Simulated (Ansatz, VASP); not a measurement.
**One calculation of CdS (Hawleyite), two programs**

File INCAR:

```
PREC = Accurate ; ENCUT = 520
EDIFF = 1E-6 ; ISMEAR = -1
SIGMA = 0.03 ; LREAL = False
LASPH = True ; NELM = 100
ALGO = Normal ; ISIF = 2
LWAVE = False ; LCHARG = True
GGA = PE ; LELF = True
LVHAR = True ; NBANDS = 16
```

File KPOINTS:

```
regular mesh
0
Gamma
  4 4 4
```

The input POSCAR:

```
CdS
1.0
    0.0000000000      2.9165000000      2.9165000000
    2.9165000000      0.0000000000      2.9165000000
    2.9165000000      2.9165000000      0.0000000000
Cd S
1 1
Direct
    0.0000000000      0.0000000000      0.0000000000
    0.7500000000      0.7500000000      0.7500000000
```

Contents of input.yaml:

```yaml
crystal:
  lattice:
    - [0.0, 2.9165, 2.9165]
    - [2.9165, 0.0, 2.9165]
    - [2.9165, 2.9165, 0.0]
  atoms:
    - { symbol: Cd, position: [0.0, 0.0, 0.0] }
    - { symbol: S, position: [0.75, 0.75, 0.75] }
kpoints:
  mp_grid: { grid: [4, 4, 4] }
scf:
  occupations: { method: fermi_dirac, width: 0.03 }
hamiltonian:
  xc: pbe
  pseudopotentials: { kind: all_electron, lapw: { basis_error: 0.003 } }
output:
  forces: true
  stress: true
  eigenvalues: true
```

Alike in both runs: task single point; functional PBE; k mesh 4 × 4 × 4; occupations fermi-dirac, width 0.03 eV; no spin polarisation.

|  | VASP | Ansatz |
| --- | --- | --- |
| version | VASP 6.6.1 | Ansatz 0.2.0 |
| potentials or method | VASP PAW PBE potentials, release 64 (Cd, S) | all-electron LAPW, scalar-relativistic |
| plane-wave cutoff (eV) | 520 | see its input |

Ansatz gave:

* gap on the k mesh at the Fermi level (eV): 1.13
* least direct gap on the mesh (eV): 1.13
* pressure (GPa): 3.0

Question: Estimate VASP's values.

Answer: gap on the k mesh at the Fermi level (eV): 1.14; least direct gap on the mesh (eV): 1.14; pressure (GPa): 3.4.

Ansatz ran all-electron here, so the differences hold the error of VASP's frozen core and of both bases.

Caveats: the k mesh is coarse (spacing up to 0.47 Å⁻¹), so the values aren't converged. As with any semilocal functional, this PBE gap is likely too small.
